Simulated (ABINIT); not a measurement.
Ag, 1 atom in the cell. Symmetry: Fm-3m, No. 225, cubic system. The conventional cell has a = 4.085 Å, b = 4.085 Å, c = 4.085 Å, α = 90.00°, β = 90.00°, γ = 90.00°. Around Ag (site symmetry m-3m) lie 12 Ag at 2.89 Å. 

| Quantity | Value |
| --- | --- |
| Program | ABINIT 10.8.3 (patched build) |
| Task | single point |
| Functional | LDA |
| Potentials or basis | JTH PAW LDA v2.0 |
| Cutoff | 463 eV |
| k mesh | 7 × 7 × 7 |
| Occupations | fermi-dirac, width 0.05 eV |
| Spin | no spin polarisation |
| Fine-grid cutoff | 925.187 eV |

Potentials or basis: JTH PAW LDA v2.0.

Run with:

```bash
$ abinit run.abi > log 2>&1
```

Hardware: 1 thread of Arm Neoverse V1, with other jobs on the host.

Problem. How long does it take, and how much memory?

Solution. Run time: 3 s on 1 thread of Arm Neoverse V1 (shared host), peak memory 0.11 GiB. Counts: scf iterations 9, k points 20, bands 10, plane waves 393.
